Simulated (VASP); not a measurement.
PbO2:

```
Pb O
1.0
     0.00000    2.70199    2.70199
     2.70199    0.00000    2.70199
     2.70199    2.70199    0.00000
Pb O
1 2
Direct
  0.00000 0.00000 0.00000
  0.75000 0.75000 0.75000
  0.25000 0.25000 0.25000
```

The cell comes from a database or a generator and needn't be the stable form of this composition.

| Quantity | Value |
| --- | --- |
| Program | VASP 6.6.1 |
| Task | single point |
| Functional | PBE |
| Potentials or basis | VASP PAW PBE potentials, release 64 (Pb_d, O) |
| Cutoff | 520 eV |
| k mesh | 9 × 9 × 9 |
| Occupations | fermi-dirac, width 0.05 eV |
| Spin | no spin polarisation |

On this cell: pressure 0.6 GPa; largest force zero by symmetry; band gap on the k mesh none (metal or under the smearing width).

The same run follows on a disturbed copy (atoms moved at random, drawn with an rms of 0.05 Å):

```
Pb O
1.0
     0.00000    2.70199    2.70199
     2.70199    0.00000    2.70199
     2.70199    2.70199    0.00000
Pb O
1 2
Cartesian
  0.0198 0.0040 -0.0052
  4.0228 4.0189 4.0321
  1.3874 1.2948 1.3787
```

Problem. What does the disturbed cell give?

Solution. The energy (extrapolated to zero smearing) moves by +9.1 meV/atom; pressure 0.9 GPa; largest force 0.516 eV/Å; band gap on the k mesh none (metal or under the smearing width).

Forces on the atoms (eV/Å):
```
Pb  -0.063 -0.308  0.102
O    0.384  0.029  0.190
O   -0.321  0.279 -0.292
```

Stress tensor (GPa, compression positive):
```
 1.09 -0.21  0.07
-0.21  0.81 -0.51
 0.07 -0.51  0.95
```
